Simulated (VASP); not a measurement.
A run of VASP 6.6.1 is set up as follows.

File POSCAR:

```
KCl
1.0
    3.1464700000      3.1464700000      0.0000000000
   -3.1464700000      3.1464700000      0.0000000000
    0.0000000000      3.1464700000      3.1464700000
K Cl
1 1
Direct
    0.0000000000      0.0000000000      0.0000000000
    0.5000000000      0.5000000000      0.0000000000
```

The input INCAR.step1:

```
SYSTEM = KCl
PREC     = Accurate       ! precision mode
ENCUT    = 520            ! plane-wave cutoff, eV
ISMEAR   = 0              ! smearing method
SIGMA    = 0.01           ! smearing width, eV
LREAL    = .False.        ! projectors in reciprocal space
LASPH    = .True.         ! aspherical terms in the spheres
NELM     = 80             ! most SCF steps
NBANDS   = 15             ! bands
GGA      = PE             ! functional
ALGO     = Normal         ! electronic algorithm
EDIFF    = 1E-4           ! SCF threshold, eV
LWAVE    = .True.         ! write WAVECAR
LCHARG   = .False.        ! write CHGCAR
```

Contents of INCAR.step2:

```
SYSTEM = KCl
PREC     = Accurate       ! precision mode
ENCUT    = 520            ! plane-wave cutoff, eV
EDIFF    = 1E-6           ! SCF threshold, eV
ISMEAR   = 0              ! smearing method
SIGMA    = 0.01           ! smearing width, eV
LREAL    = .False.        ! projectors in reciprocal space
LASPH    = .True.         ! aspherical terms in the spheres
NELM     = 80             ! most SCF steps
ALGO     = Normal         ! electronic algorithm
ISIF     = 2              ! what is computed and relaxed
LWAVE    = .False.        ! write WAVECAR
LCHARG   = .False.        ! write CHGCAR
METAGGA  = R2SCAN         ! meta-GGA
LMIXTAU  = .True.       
NBANDS   = 15             ! bands
ISTART   = 1
```

KPOINTS

```
regular mesh
0
Gamma
  6 6 6
  0 0 0
```

Potentials or basis: VASP PAW PBE potentials, release 64 (K_sv, Cl).

Launch:

```sh
$ cat potpaw_PBE.64/K_sv/POTCAR potpaw_PBE.64/Cl/POTCAR > POTCAR
$ cp INCAR.step1 INCAR
$ mpirun -np 1 vasp_std > vasp.out
$ cp INCAR.step2 INCAR
$ mpirun -np 1 vasp_std > vasp.out
```

(1) Estimate the pressure.

(2) What does it give for the band gap on the k mesh?

## Answers

(1) 0.0 GPa.

(2) 5.83 eV, direct.

Caveat: the PAW data sets were made with another functional, which shifts forces and pressure a little.

**Experimental background.**

A printed reference work, monograph reports, for a bulk crystal of KCl: band gap 8.68 eV.

Measured gap of KCl: 8.68 eV (a printed reference work, monograph). This calculation gives 5.83 eV (-2.85 eV). The value is that of r2SCAN, without temperature or zero-point motion.
